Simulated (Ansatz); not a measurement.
A run of Ansatz 0.2.0:

input.yaml

```yaml
crystal:
  lattice:
    - [1.4284348394, 0.824707239, 4.5839315268]
    - [-1.4284348394, 0.824707239, 4.5839315268]
    - [0.0, -1.6494144781, 4.5839315268]
  atoms:
    - { symbol: Mn, position: [0.0, 0.0, 0.0], spin: 4.0 }
    - { symbol: O, position: [0.73563551, 0.73563551, 0.73563551] }
    - { symbol: O, position: [0.26436449, 0.26436449, 0.26436449] }
hamiltonian:
  xc: pbesol
  pseudopotentials: { kind: paw }
magnetization:
  spin_polarized: true
kpoints:
  mp_grid: { grid: [11, 11, 11] }
scf:
  occupations: { method: fermi_dirac, width: 0.05 }
output:
  forces: true
  stress: true
  eigenvalues: true
```

Potentials or basis: Ansatz PAW.

The run is started by

```bash
$ ansatz run input.yaml --threads 2 --pin off --max-ram 5632MiB --backend cpu --events-out ev --progress --plain --runs-dir out
```

Hardware: 2 threads of AMD EPYC 7R43 64-Core Processor (Zen 3), on a shared host.

How long does it take, and how much memory?

Wall time 7.2 s on 2 threads of AMD EPYC 7R43 64-Core Processor (Zen 3) (shared host), peak memory 0.48 GiB. Counts: scf iterations 11, plane waves 651, k points 146, bands 20.
